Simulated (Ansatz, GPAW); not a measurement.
Given: the input of a run of Ansatz 0.2.0 on ZrC. 

The input input.yaml:

```yaml
crystal:
  lattice:
    - [0.0, 2.365, 2.365]
    - [2.365, 0.0, 2.365]
    - [2.365, 2.365, 0.0]
  atoms:
    - { symbol: Zr, position: [0.5, 0.5, 0.5] }
    - { symbol: C, position: [0.0, 0.0, 0.0] }
kpoints:
  mp_grid: { grid: [10, 10, 10] }
scf:
  occupations: { method: gaussian, width: 0.013 }
hamiltonian:
  xc: pbe
  pseudopotentials: { kind: all_electron, lapw: { basis_error: 0.001 } }
output:
  forces: true
  stress: true
  eigenvalues: true
```

Potentials or basis: all-electron LAPW, scalar-relativistic.

Run with:

```sh
$ ansatz run input.yaml --threads 1 --pin off --max-ram 3072MiB --backend cpu --events-out ev --progress --plain --runs-dir out
```

Problem. Translate it to GPAW 26.7.0 (ASE script). Potentials or basis there: GPAW PAW data sets (gpaw-data 1.2.1), cutoff 800 eV.

Solution. As run (cutoffs and basis follow the program's own potentials, and thresholds, step limits or extra output files can differ):

Contents of run.py:

```python
from ase.dft.bandgap import bandgap
from ase.io import read, write
from ase.units import GPa
from gpaw import GPAW, PW

atoms = read('ZrC.xyz')

calc = GPAW(mode=PW(800),
            xc='PBE',
            kpts={'size': (10, 10, 10), 'gamma': True},
            occupations={'name': 'methfessel-paxton', 'order': 0, 'width': 0.013000000000000001},
            nbands=18,
            convergence={'density': 1e-05, 'energy': 1e-05},
            maxiter=150,
            txt='gpaw.txt')
atoms.calc = calc
energy = atoms.get_potential_energy()
forces = atoms.get_forces()
stress = atoms.get_stress()
calc.write('gs.gpw')
write('result.traj', atoms)
print(f'Energy: {energy:.6f} eV')
print('Forces (eV/A):')
print(forces.round(4))
print('Stress (GPa):', (stress / GPa).round(3))
print('Fermi level:', round(calc.get_fermi_level(), 4), 'eV')
print(f'Gap: {bandgap(calc)[0]:.4f} eV, direct: {bandgap(calc, direct=True)[0]:.4f} eV')
```

Contents of ZrC.xyz:

```xyz
2
Lattice="0.0000000000 2.3650000000 2.3650000000 2.3650000000 0.0000000000 2.3650000000 2.3650000000 2.3650000000 0.0000000000" Properties=species:S:1:pos:R:3 pbc="T T T"
Zr     2.3650000000      2.3650000000      2.3650000000
C      0.0000000000      0.0000000000      0.0000000000
```

Potentials or basis: GPAW PAW data sets (gpaw-data 1.2.1), pw.

The run is started by

```bash
$ OMP_NUM_THREADS=1 python run.py
```

Both were run:

|  | Ansatz | GPAW |
| --- | --- | --- |
| Pressure | -2.9 GPa | -3.9 GPa |

Where Ansatz's input types no cutoff or centring, it takes its own default and a Γ-centred mesh.

Pressure is positive in compression.
